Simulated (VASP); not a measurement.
**CaSe: single point with PBEsol**

**What was measured.**

From a printed reference work, monograph, original work of 1988, for a bulk crystal of CaSe at 2 K: band gap 3.85 eV (indirect).

The system is CaSe.

```xyz
2
Lattice="0.0000 2.9560 2.9560 2.9560 0.0000 2.9560 2.9560 2.9560 0.0000" Properties=species:S:1:pos:R:3 pbc="T T T"
Se    2.9560    2.9560    2.9560
Ca    0.0000    0.0000    0.0000
```

- Program: VASP 6.6.1
- Task: single point
- Functional: PBEsol
- Potentials or basis: VASP PAW PBE potentials, release 64 (Se, Ca_sv)
- Cutoff: 520 eV
- k mesh: 8 × 8 × 8
- Occupations: fermi-dirac, width 0.05 eV
- Spin: no spin polarisation
- Ladder: free
- Further INCAR settings: ALGO = Normal; EDIFF = 1e-07; NBANDS = 15

```yaml
Pressure: -0.9 GPa
Band_gap_on_the_k_mesh: 1.92 eV, indirect (least direct gap 2.87 eV)
```

Levels at points of the mesh, in eV from the valence-band top:
```tsv
k point	band 6	band 7	band 8	band 9	band 10	band 11
(0.00, 0.00, 0.00)	0.00	0.00	0.00	3.19	3.65	3.65
(0.50, 0.00, 0.00)	-3.34	-1.22	-1.22	4.38	5.45	5.49
(0.50, 0.50, 0.00)	-2.56	-0.95	-0.95	1.92	4.94	5.04
```

Run time: 20 s on 1 thread of Intel(R) Xeon(R) Platinum 8488C (Sapphire Rapids) (shared host), peak memory 0.18 GiB.

A measured gap of CaSe is 3.85 eV (indirect; 2 K; a printed reference work, monograph, original work of 1988); the calculated 1.92 eV misses it by -1.93 eV. So large a miss can be the level of theory's own, or it may mean another phase, state or a wrong row. Spin-orbit coupling on Se is left out. The value is that of PBEsol on a finite k mesh, which can miss the band edges, without temperature or zero-point motion. Semilocal functionals fall short of measured gaps as a rule.

Caveat: the PAW data sets were made with another functional, which shifts forces and pressure a little.
